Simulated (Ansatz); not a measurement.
**Two structures of Zn: comparison of enthalpies under pressure from a Python script**

At what pressure does Zn change structure? The task is a comparison of enthalpies under pressure, for two structures of Zn.

Computed with Ansatz 0.2.0 through its Python package. Level of theory: DFT PBE, plane waves, PAW.

## 1. Starting point

Zn Im-3m: It takes space group Im-3m (No. 229, cubic). Conventional cell: a = 3.130 Å, b = 3.130 Å, c = 3.130 Å, α = 90.00°, β = 90.00°, γ = 90.00°. Zn (site symmetry m-3m) has 8 Zn at 2.71 Å as nearest neighbours.

Zn Fd-3m: Symmetry: Fd-3m, No. 227, cubic system. Conventional cell: a = 5.420 Å, b = 5.420 Å, c = 5.420 Å, α = 90.00°, β = 90.00°, γ = 90.00°. Zn (site symmetry -43m) is surrounded by 4 Zn at 2.35 Å.

No structure file is read: the coordinates are typed or built in the script.

## 2. The script

transition_zn.py

```python
"""Pressure at which two phases of Zn cross."""

import warnings

import ansatz as az
import numpy as np
from tabulate import tabulate


def bcc(first, a):
    return az.Crystal.bcc(first, a=a)


def diamond(A, a):
    return (
        az.Lattice.fcc(a)
        .space_group(227, origin_choice=1)
        .atom(A, (0, 0, 0))
        .primitive()
    )


def ground_state(name, crystal, pressure=0.0):
    calc = (
        crystal.calculation()
        .functional(az.Functional.PBE)
        .basis(420)
        .scf(tolerance=1e-09)
        .kpoints(spacing=0.16)
        .occupations("cold", width=0.1)
    )
    calc = calc.relax(force_tolerance=0.03, cell=True, pressure=pressure)
    return calc.run(threads=1, backend="cpu")


def volume_per_atom(outcome):
    return abs(np.linalg.det(outcome.lattice.cell_ang)) / len(outcome.lattice.sites)


def main() -> None:
    warnings.simplefilter("ignore", az.DeckWarning)

    phases = {}
    phases["bcc"] = bcc("Zn", 3.13)
    phases["diamond"] = diamond("Zn", 5.42)

    # H = E + PV, with 1 eV per cubic angstrom equal to 160.2 GPa
    pressures = [0, 20, 40, 60]
    enthalpy, volume = {name: [] for name in phases}, {name: [] for name in phases}
    for p in pressures:
        for name, crystal in phases.items():
            o = ground_state(name, crystal, pressure=p)
            volume[name].append(volume_per_atom(o))
            enthalpy[name].append(o.report["energy_sigma0_ev"] / len(o.lattice.sites) + p * volume[name][-1] / 160.21766)
    gap = np.array(enthalpy["diamond"]) - np.array(enthalpy["bcc"])
    rows = [(p, va, vb, 1000 * d) for p, va, vb, d in zip(pressures, volume["bcc"], volume["diamond"], gap)]
    print(tabulate(rows, headers=["P (GPa)", "V bcc (A^3/atom)", "V diamond (A^3/atom)", "H(diamond) - H(bcc) (meV/atom)"], floatfmt=".4f", tablefmt="simple"))
    crossings = [p0 - g0 * (p1 - p0) / (g1 - g0) for p0, p1, g0, g1 in zip(pressures, pressures[1:], gap, gap[1:]) if g0 * g1 < 0]
    print("crossing near", [round(float(p), 1) for p in crossings], "GPa") if crossings else print("no crossing in this range")


if __name__ == "__main__":
    main()
```

## 3. The calls as engine input

The engine receives this input (first run):

```yaml
crystal:
  lattice:
    - [1.565, 1.565, 1.565]
    - [-1.565, 1.565, 1.565]
    - [-1.565, -1.565, 1.565]
  atoms:
    - { symbol: Zn, position: [0.0, 0.0, 0.0] }
basis:
  ecutwfc: 420.0
kpoints:
  mp_grid:
    kspacing: 0.16
hamiltonian:
  xc: pbe
scf:
  convergence:
    dr2_threshold: 1.0e-09
  occupations:
    method: cold
    width: 0.1
relax:
  f_tol: 0.03
  cell:
    p_target: 0.0
```

## 4. Running it

Run with:

```console
python transition_zn.py
```

What it wrote:

```text
  P (GPa)    V bcc (A^3/atom)    V diamond (A^3/atom)    H(diamond) - H(bcc) (meV/atom)
---------  ------------------  ----------------------  --------------------------------
        0             15.3476                 24.5991                          384.5688
       20             12.7375                 17.8144                         1187.4928
       40             11.5027                 15.5146                         1746.7942
       60             10.7132                 14.1654                         2209.6061
no crossing in this range
```

Wall time 2.4 min (1 thread of Arm Neoverse V1, shared host); peak memory 0.46 GiB.

## 5. Run by run

From the records of these 8 runs:

| run | system | space group at the end | pressure asked (GPa) | energy from run 1 (meV/atom) | final volume (Å³/atom) | pressure (GPa) | SCF cycles in all | CPU time (s) |
| --- | --- | --- | --- | --- | --- | --- | --- | --- |
| 1 | Zn (1 atom) | Im-3m | 0 | 0.00 | 15.35 | 0.03 | 15 | 5.8 |
| 2 | Zn (2 atoms) | Fd-3m | 0 | 384.57 | 24.60 | 0.01 | 50 | 28 |
| 3 | Zn (1 atom) | Im-3m | 20 | 136.99 | 12.74 | 20.02 | 36 | 12 |
| 4 | Zn (2 atoms) | Fd-3m | 20 | 690.74 | 17.81 | 19.97 | 36 | 17 |
| 5 | Zn (1 atom) | Im-3m | 40 | 360.61 | 11.50 | 39.96 | 40 | 13 |
| 6 | Zn (2 atoms) | Fd-3m | 40 | 1105.81 | 15.51 | 40.00 | 49 | 25 |
| 7 | Zn (1 atom) | Im-3m | 60 | 604.21 | 10.71 | 60.00 | 47 | 16 |
| 8 | Zn (2 atoms) | Fd-3m | 60 | 1521.01 | 14.17 | 60.00 | 49 | 25 |

Energies are extrapolated to zero smearing width, as in the script. 

Enthalpy H = E + pV of the second structure less the first:

| pressure (GPa) | ΔH (meV/atom) |
| --- | --- |
| 0 | 384.6 |
| 20 | 1187.5 |
| 40 | 1746.8 |
| 60 | 2209.6 |

## 6. Path of the relaxation of run 6

The steps of the relaxation:

```
step  energy from step 1 (eV/cell)  largest force component (eV/Å)  pressure (GPa)  volume (Å³)
   1                        0.0000                          0.0000           10.00        39.81
   2                        0.5657                          0.0000           24.65        34.26
   3                        1.5060                          0.0000           47.30        29.92
   4                        1.1641                          0.0000           39.08        31.19
   5                        1.2022                          0.0000           39.99        31.04
   6                        1.2061                          0.0000           39.94        31.04
   7                        1.2084                          0.0000           40.00        31.03
   8                        1.2085                          0.0000           40.00        31.03
```

Step 1 is the start. Steps 6, 8 each repeat the geometry before them on a plane-wave basis chosen anew, so the energy can jump there without any move.

Lengths and angles in the start's conventional setting:

«Before» is this run's own start.

|  | before | after | change |
| --- | --- | --- | --- |
| a (Å) | 5.420 | 4.988 | -8.0 % |
| b (Å) | 5.420 | 4.988 | -8.0 % |
| c (Å) | 5.420 | 4.988 | -8.0 % |
| volume (Å³/atom) | 19.90 | 15.51 | -22.0 % |
| shortest distance (Å) | 2.347 | 2.160 | -8.0 % |
| space group (0.01 Å) | Fd-3m | Fd-3m | same |

Forces and stress were held to the start's 48 operations: a distortion of lower symmetry was not tested.

Under a set pressure the enthalpy E + pV is minimised, so E itself may rise.

## 7. Path of the relaxation of run 8

Relaxation path:

| step | E - E(step 1) (eV/cell) | largest force component (eV/Å) | pressure (GPa) | volume (Å³) |
| --- | --- | --- | --- | --- |
| 1 | 0.0000 | 0.0000 | 10.00 | 39.81 |
| 2 | 0.5657 | 0.0000 | 24.65 | 34.26 |
| 3 | 1.7097 | 0.0000 | 52.22 | 29.26 |
| 4 | 2.1205 | 0.0000 | 62.16 | 28.10 |
| 5 | 2.0319 | 0.0000 | 60.01 | 28.34 |
| 6 | 2.0365 | 0.0000 | 59.94 | 28.34 |
| 7 | 2.0389 | 0.0000 | 60.00 | 28.33 |
| 8 | 2.0389 | 0.0000 | 60.00 | 28.33 |

Step 1 is the start. Steps 6, 8 each repeat the geometry before them on a plane-wave basis chosen anew, so the energy can jump there without any move.

Lengths and angles in the start's conventional setting:

«Before» is this run's own start.

|  | before | after | change |
| --- | --- | --- | --- |
| a (Å) | 5.420 | 4.839 | -10.7 % |
| b (Å) | 5.420 | 4.839 | -10.7 % |
| c (Å) | 5.420 | 4.839 | -10.7 % |
| volume (Å³/atom) | 19.90 | 14.17 | -28.8 % |
| shortest distance (Å) | 2.347 | 2.095 | -10.7 % |
| space group (0.01 Å) | Fd-3m | Fd-3m | same |

Forces and stress were held to the start's 48 operations: a distortion of lower symmetry was not tested.

Under a set pressure the enthalpy E + pV is minimised, so E itself may rise.

## 8. Summary of results

```
                  quantity              value
             runs compared                  8
crossing of the enthalpies  none in the range
```

**Reading.** The first structure (Im-3m) stays lower over the whole range, and pressure widens its lead. In CPU time, run 2 cost about 4.9 times as much as run 1. In run 6, the volume shrank by 22.0 % over 5 moves under the 40 GPa asked, and the space group stayed Fd-3m. In run 8, over 5 moves the cell shrank by 28.8 % in volume under the 60 GPa asked, and the space group stayed Fd-3m. Reading the output:
- At a fixed pressure a relaxation lowers the enthalpy F + PV, while F alone can rise.
- The program warned that this SCF threshold is loose for forces or stresses.
- Only these two structures are compared, at zero temperature and with their symmetry kept; either may be hypothetical, and another phase may be lower than both. Differences under 10 to 15 meV an atom lie within the error of mesh and functional.
- The cells are prototypes set up for this calculation and needn't exist.
